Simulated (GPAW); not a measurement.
# W: single point with PBE

Crystal: W.

```
CELL_PARAMETERS angstrom
-1.58234 1.58234 1.58234
1.58234 -1.58234 1.58234
1.58234 1.58234 -1.58234
ATOMIC_POSITIONS crystal
W 0.00000 0.00000 0.00000
```

```
Program             : GPAW 26.7.0
Task                : single point
Functional          : PBE
Potentials or basis : GPAW PAW data sets (gpaw-data 1.2.1)
Cutoff              : 600 eV
Basis               : pw
k mesh              : 12 × 12 × 12
Occupations         : gaussian, width 0.018 eV
Spin                : no spin polarisation
```

* Pressure: 5.8 GPa
* Band gap on the k mesh: none (metal or under the smearing width)

Levels at points of the mesh, in eV from the Fermi level:
| k point | band 3 | band 4 | band 5 | band 6 | band 7 | band 8 | band 9 | band 10 | band 11 | band 12 |
| --- | --- | --- | --- | --- | --- | --- | --- | --- | --- | --- |
| (0.00, 0.00, 0.00) | -37.69 | -37.69 | -9.46 | -1.11 | -1.11 | -1.11 | 2.36 | 2.36 | 14.91 | 14.91 |
| (0.50, 0.50, 0.00) | -38.11 | -37.70 | -6.13 | -3.44 | 0.79 | 2.26 | 3.23 | 6.26 | 11.22 | 11.74 |
| (0.50, 0.50, 0.50) | -38.59 | -38.59 | -5.70 | -5.70 | 5.27 | 5.27 | 5.27 | 8.39 | 8.39 | 8.39 |

It took 11 s on 1 thread of Arm Neoverse V1 (shared host), peak memory 0.14 GiB.

Spin-orbit coupling is left out, which matters for the levels of W.
